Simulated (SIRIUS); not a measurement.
SiC (Moissanite 3C) under changes of volume

One of the cells (10.553 Å³/atom); the others are scaled copies at fixed shape and fractional positions:

```
Si C
1.0
     0.00000    2.19343    2.19343
     2.19343    0.00000    2.19343
     2.19343    2.19343    0.00000
Si C
1 1
Direct
  0.00000 0.00000 0.00000
  0.75000 0.75000 0.75000
```

```yaml
Program: SIRIUS 7.12.0
Functional: PBEsol
Potentials_or_basis: all-electron FP-LAPW
Cutoff: 316 eV
Basis: apw+lo standard
k_mesh: 10 × 10 × 10
Occupations: fermi-dirac, width 0.05 eV
Spin: no spin polarisation
```

```tsv
volume (Å³/atom)	energy over the lowest point (meV/atom)	gap on the mesh (eV)
9.725	24.80	1.19
9.932	8.89	1.21
10.139	0.00	1.23
10.553	?	?
10.760	8.53	1.28
10.967	21.39	1.29
```

Question: What does the run at 10.553 Å³/atom give?

Answer: Energy over the lowest point 0.31 meV/atom; gap on the mesh 1.26 eV.

Worked out: A Birch-Murnaghan fit of order 3 (a polynomial in V^(-2/3)) to the other rows has its minimum at 10.34 Å³/atom with B0 = V·E''(V) = 221 GPa and B' = 4.0. It gives 0.36 meV/atom at 10.553 Å³/atom, against the run's 0.31. A straight line through the other rows of the gap, of slope 0.84 eV per unit of ln V, gives 1.26 eV, against the run's 1.26.

Energies are extrapolated to zero smearing.

A mesh can miss the band edges.
